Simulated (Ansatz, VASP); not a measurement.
# Al: VASP beside Ansatz

```
Al
1.0
     0.00000    1.64503    1.64503
     1.64503    0.00000    1.64503
     1.64503    1.64503    0.00000
Al
1
Cartesian
  0.0000 0.0000 0.0000
```

Change from the starting cell: volume scaled by 0.55, LAPW.

Alike in both runs: task single point; functional PBEsol; k mesh 18 × 18 × 18; occupations fermi-dirac, width 0.08 eV; no spin polarisation.

```csv
,VASP,Ansatz
version,VASP 6.6.1,Ansatz 0.2.0
potentials or method,"VASP PAW PBE potentials, release 64 (Al), cutoff 520 eV","all-electron LAPW, scalar-relativistic"
```

```tsv
	VASP	Ansatz	Ansatz less VASP
pressure (GPa)	173.8	171.1	-2.72
```

Ansatz ran all-electron here, so the differences hold the error of VASP's frozen core and of both bases.

Caveats: the cell as given lies far from equilibrium; so large a pressure means that the cell lies far from this level's equilibrium, or that cutoff or potentials fall short (VASP); the potentials were made for another functional, which shifts forces and pressure (VASP).
